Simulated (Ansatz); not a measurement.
# Manganese, fcc under revPBE: from relaxation to bulk modulus

The plan for manganese in the fcc structure: relax it, solve it on a dense k-mesh, then scale the cell to 7 volumes from 88 to 112 % of the relaxed one and try a fit of the equation of state. The start is antiferromagnetic (type I, layers along [001]). The k-meshes are 12×12×9 for the relaxation; 20×20×15 for the dense run; 14×14×10 for the volumes.

Method: DFT revPBE, plane waves (420 eV) with PAW, scalar-relativistic; PAW files made under PBE, frozen cores solved again for the functional, in Ansatz 0.2.0.

### Step 1. The starting structure

The structure is cubic, space group Fm-3m (No. 225). The conventional cell has a = 3.609 Å, b = 3.609 Å, c = 3.609 Å, α = 90.00°, β = 90.00°, γ = 90.00°. Mn (site symmetry m-3m) is surrounded by 12 Mn at 2.55 Å.

Coordinates:

```cif
data_structure
_symmetry_space_group_name_H-M 'Fm-3m'
_symmetry_Int_Tables_number 225
_cell_length_a 3.6088
_cell_length_b 3.6088
_cell_length_c 3.6088
_cell_angle_alpha 90.000
_cell_angle_beta 90.000
_cell_angle_gamma 90.000
_cell_volume 47.00
loop_
_atom_site_label
_atom_site_type_symbol
_atom_site_symmetry_multiplicity
_atom_site_Wyckoff_symbol
_atom_site_fract_x
_atom_site_fract_y
_atom_site_fract_z
_atom_site_occupancy
Mn1 Mn 4 a 0.00000 0.00000 0.00000 1
```

The atoms start with moments of +3, -3 μB.

### Step 2. Relaxation of the cell

The input, input.yaml:

```yaml
crystal:
  lattice:
    - [2.5517904449, 0.0, 0.0]
    - [0.0, 2.5517904449, 0.0]
    - [0.0, 0.0, 3.6087766556]
  atoms:
    - { symbol: Mn, position: [0.0, 0.0, 0.0], spin: 3.0 }
    - { symbol: Mn, position: [0.5, 0.5, 0.5], spin: -3.0 }
hamiltonian:
  xc: revpbe
  pseudopotentials:
    kind: paw
    azcp:
      Mn: "pseudopotentials/Mn.paw.azcp"
basis:
  ecutwfc: 420
  fft_grid_basis: typed
kpoints:
  mp_grid: { grid: [12, 12, 9], shift: [0, 0, 0] }
magnetization:
  spin_polarized: true
scf:
  occupations: { method: fermi_dirac, width: 0.05 }
relax:
  max_steps: 60
  f_tol: 0.01
  cell: {}
```

The runs that follow: Single point on a dense mesh; Volume × 0.88; Volume × 0.92; Volume × 0.96; Volume × 1.0; Volume × 1.04; Volume × 1.08; Volume × 1.12.

Q: Predict the outcome of this session. Wanted: space group; conventional cell; volume; shortest distance; gap on the mesh; magnetic state; relative to alpha-Mn; V₀, B₀, B₀′.

As calculated:

| quantity | value |
| --- | --- |
| space group (spins left aside) | I4/mmm (No. 139) |
| conventional cell | a = 2.599 Å, c = 3.507 Å (c/a = 1.349) |
| volume | 11.846 Å³/atom |
| shortest distance | 2.540 Å |
| gap on the mesh | none (levels filled in part) |
| magnetic state | antiferromagnetic, up to 2.05 μB per atom |
| relative to alpha-Mn (A12), ferrimagnetic | +26 meV/atom |
| V₀, B₀, B₀′ | 11.883 Å³/atom, 129 GPa, 4.6 |

From the guessed start the volume grew by 0.8 % in 5 steps. What began as fcc has relaxed into I4/mmm. What follows belongs to that structure, not to the type named at the start. It lies 26 meV/atom above the element's reference form at the same level (alpha-Mn (A12), ferrimagnetic, from a run of its own). The final state is antiferromagnetic (largest moment 2.05 μB). No gap shows: it is a metal or semimetal at this level. The moment runs from 1.21 to 2.58 μB across the volumes, and this change enters B₀ and B₀′. The fitted modulus is 129 GPa; letting shape and positions relax at each volume could only lower it.
